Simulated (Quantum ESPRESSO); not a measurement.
Two runs for the Cd K edge of atom 1 in CdO (Monteponite, Fm-3m). Run A: Quantum ESPRESSO XSpectra, PBE, excited-electron core hole (neutral cell), 12-atom cell with 5.8 Å between holes, 5×5×5 k points, dipole transitions, Lorentzian half width 0.4 eV. Run B differs in one choice.

Energy from the energy zero of the input (xe0, at the border of filled and empty states); intensity scaled to a mean of 1 over the first 20 eV:

```
E (eV)     A     B
  -2.0  0.04  0.05
  -1.5  0.05  0.06
  -1.0  0.06  0.08
  -0.5  0.08  0.11
   0.0  0.13  0.24
   0.5  0.20  0.38
   1.0  0.34  0.43
   1.5  0.50  0.53
   2.0  0.67  0.69
   2.5  0.68  0.66
   3.0  0.74  0.64
   3.5  0.71  0.86
   4.0  0.83  1.21
   4.5  1.29  1.66
   5.0  1.74  2.02
   5.5  2.15  1.74
   6.0  2.19  1.84
   6.5  1.93  2.03
   7.0  1.78  2.16
   7.5  1.55  1.98
   8.0  1.62  2.07
   8.5  2.10  2.20
   9.0  2.80  2.10
   9.5  2.60  1.52
  10.0  1.66  1.17
  10.5  1.15  0.85
  11.0  0.77  0.70
  11.5  0.67  0.79
  12.0  0.61  0.70
  12.5  0.55  0.60
  13.0  0.59  0.62
  13.5  0.59  0.70
  14.0  0.55  0.57
  14.5  0.55  0.52
  15.0  0.56  0.48
  15.5  0.57  0.54
  16.0  0.55  0.57
  16.5  0.54  0.46
  17.0  0.53  0.46
  17.5  0.55  0.51
  18.0  0.57  0.63
  18.5  0.58  0.63
  19.0  0.54  0.59
  19.5  0.56  0.65
  20.0  0.62  0.75
  20.5  0.78  1.04
  21.0  0.92  1.19
  21.5  1.03  1.12
  22.0  1.05  1.00
  22.5  1.14  1.10
  23.0  1.17  1.06
  23.5  1.06  0.83
  24.0  0.84  0.69
  24.5  0.63  0.52
  25.0  0.52  0.50
  25.5  0.49  0.56
  26.0  0.49  0.57
  26.5  0.58  0.58
  27.0  0.65  0.67
  27.5  0.67  0.66
  28.0  0.77  0.71
  28.5  0.72  0.70
  29.0  0.77  0.65
  29.5  0.82  0.76
  30.0  0.83  0.76
  30.5  0.75  0.80
  31.0  0.70  0.75
  31.5  0.68  0.68
  32.0  0.71  0.67
```

Question: What was changed?
a) the broadening
b) the radius of the reconstruction
c) the volume of the cell
d) the size of the supercell

(d): run B changes the supercell atoms from 12 to 6, and the k mesh follows the cell. Against the first run the r.m.s. difference is 22 %. The highest intensity below 24 eV goes from 9.2 eV (2.90) to 8.7 eV (2.28). Other settings could leave a like mark; this is the one that was changed.

[Banner, clock and machine lines of the logs are left out without a mark of their own.]

[Logs are printed without paths, hosts, clocks, repeated set-up lines and the standing remarks that a program may print on its own settings, such as how far it seeks lower states.]

[Hosts, paths, dates, database ids (printed as entryN), source tags and the programs' standing remarks are cut or masked in the printed files.]

[Lists of maxima count a maximum above −3 eV only where it reaches 4 % of the highest in the window and stands out from its surroundings by 2 % of it (1.5 % where it reaches 55 %); shoulders and weaker maxima are passed over, and of the rest the first, up to two pre-edge ones and the few strongest are named.]
